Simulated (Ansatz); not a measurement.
**Sr: do energies and stresses tell the same story?**

These are results of DFT PBE, scalar-relativistic, plane waves, PAW in Ansatz, not measurements.

Settings: cutoff 420 eV, Γ-centred mesh 12×12×12 on the computed 1-atom cell, Gaussian smearing of 0.10 eV; no spin polarisation.

Relaxed cell: Fm-3m, a = 6.026 Å, b = 6.026 Å, c = 6.026 Å, α = 90.00°, β = 90.00°, γ = 90.00°, 1 atom in the primitive cell.

Energies at zero smearing and pressures from the stress tensor, at volumes with shape and atoms relaxed:
| V (Å³/atom) | E − E(first) (meV/atom) | P (GPa) |
| --- | --- | --- |
| 48.132 | 0.00 | 1.886 |
| 49.773 | -15.98 | 1.309 |
| 51.414 | -26.38 | 0.811 |
| 53.054 | -31.98 | 0.380 |
| 54.695 | -33.48 | 0.008 |
| 56.336 | -31.49 | -0.317 |
| 57.977 | -26.49 | -0.601 |
| 60.165 | -15.78 | -0.929 |

Question: Check P = −dE/dV between neighbouring volumes, and get the bulk modulus from the pressures alone.

Answer: With 1 eV/Å³ = 160.2 GPa:
| middle V (Å³/atom) | −ΔE/ΔV (GPa) | mean P (GPa) |
| --- | --- | --- |
| 48.952 | 1.561 | 1.597 |
| 50.593 | 1.015 | 1.060 |
| 52.234 | 0.547 | 0.596 |
| 53.875 | 0.147 | 0.194 |
| 55.516 | -0.194 | -0.154 |
| 57.157 | -0.489 | -0.459 |
| 59.071 | -0.785 | -0.765 |

The two differ by 0.049 GPa at most. The mean of two end pressures misses the average over a step by about ΔV² P″/12, up to 0.007 GPa here; with that taken off 0.044 GPa remains. The stress is the derivative of the free energy, not of the energy at zero smearing, and with free energies 0.00 GPa remains. Around V = 54.695 Å³/atom, the two neighbours give B = −V ΔP/ΔV = 54.695 × 0.697 / 3.282 = 11.6 GPa, against B0 = 11.6 GPa from the Birch–Murnaghan fit of the energies.